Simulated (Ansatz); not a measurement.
Consider Si3N4 (I-43d).

The structure is cubic, space group I-43d (No. 220). The conventional cell has a = 6.475 Å, b = 6.475 Å, c = 6.475 Å, α = 90.00°, β = 90.00°, γ = 90.00°. Nearest to Si lie 4 N at 1.75 Å. Nearest to N lie 3 Si at 1.75 Å. Farther neighbours and most contacts between anions are not listed.

```xyz
14
Lattice="-3.2374 3.2374 3.2374 3.2374 -3.2374 3.2374 3.2374 3.2374 -3.2374" Properties=species:S:1:pos:R:3 pbc="T T T"
Si    2.4280    3.2374   -1.6187
Si   -1.6187    2.4280    3.2374
Si    0.8093    3.2374    1.6187
Si    1.6187    0.8093    3.2373
Si    3.2374   -1.6187    2.4280
Si    3.2374    1.6187    0.8093
N     1.8220    1.8220    1.8220
N     0.2033   -0.2033    3.0340
N     1.4154    4.6527   -1.4154
N     3.0340    0.2033   -0.2033
N    -1.4154    1.4154    4.6527
N     0.2033    0.2033    0.2033
N     4.6527   -1.4154    1.4154
N    -0.2033    3.0340    0.2033
```

The cell and positions come from the Crystallography Open Database and are kept as given unless a step says otherwise. This is not the form that Si3N4 usually takes at ambient conditions. PAW set soft_2, made with PBE.

Gaps computed with Ansatz 0.2.0 without a self-energy: PBE 4.06 eV, r2SCAN 4.67 eV and HSE06 5.47 eV. The mean ε∞ by PBE perturbation theory is 4.69.

Question: Estimate the G0W0@PBE gap with 4×4×4 mesh, 566 empty bands, screening to 150 eV, default PAW files.

About 5.51 eV: on its mesh the run moves the gap from 4.13 eV by +1.45 eV, and the mesh misses the edges by 0.06 eV. Among the scalar-relativistic levels given, HSE06 is nearest (−0.04 eV). One-shot corrections scale roughly with one over ε∞, here 0.21. Bands and cutoff are finite, so the gap is not at the basis limit. The miss can reach some tenths of an eV and take either sign; the mesh is an error of its own.

[Paths, hosts, dates, memory and timing lines, banners, echoed tables and standing remarks are left out of the program output.]

[Logs are printed without paths, hosts, clocks, repeated set-up lines and the standing remarks that a program may print on its own settings, such as how far it seeks lower states.]

[Runs of the session that timed out or met a known fault of the program may be left out.]

[Cells called generated may have been cut or substituted from an entry of the Crystallography Open Database or the Materials Project.]

[Hosts, paths, dates, database ids (printed as entryN), source tags and the programs' standing remarks are cut or masked in the printed files.]
